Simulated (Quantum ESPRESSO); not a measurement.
Ag under changes of volume

One of the cells (17.806 Å³/atom); the others are scaled copies at fixed shape and fractional positions:

```xyz
2
Lattice="2.9300 0.0000 0.0000 -1.4650 2.5375 0.0000 0.0000 0.0000 4.7900" Properties=species:S:1:pos:R:3 pbc="T T T"
Ag    1.4650    0.8458    3.5925
Ag    0.0000    1.6916    1.1975
```

This isn't the form of Ag at room conditions, which is fcc.

```yaml
Program: Quantum ESPRESSO 7.5
Functional: PBE
Potentials_or_basis: SSSP 1.3 efficiency PBE
Cutoff: 816 eV
Density_cutoff: 3265 eV
k_mesh: 10 × 10 × 6
Occupations: fermi-dirac, width 0.05 eV
Spin: no spin polarisation
```

```csv
volume (Å³/atom),energy over the lowest point (meV/atom),pressure (GPa)
16.738,24.35,7.3
17.094,11.05,4.7
17.450,3.16,2.4
17.806,0.00,0.4
18.162,0.99,-1.3
18.518,5.62,-2.8
18.875,?,?
```

Q: What does the run at 18.875 Å³/atom give?

A: Energy over the lowest point 13.42 meV/atom; pressure -4.2 GPa.

Worked out: A Birch-Murnaghan fit of order 3 (a polynomial in V^(-2/3)) to the other rows has its minimum at 17.89 Å³/atom with B0 = V·E''(V) = 91 GPa and B' = 5.7 at fixed shape and positions, which overstates the stiffness. It gives 13.45 meV/atom at 18.875 Å³/atom, against the run's 13.42, and -dE/dV = -4.2 GPa, against -4.2.

Energies are extrapolated to zero smearing.
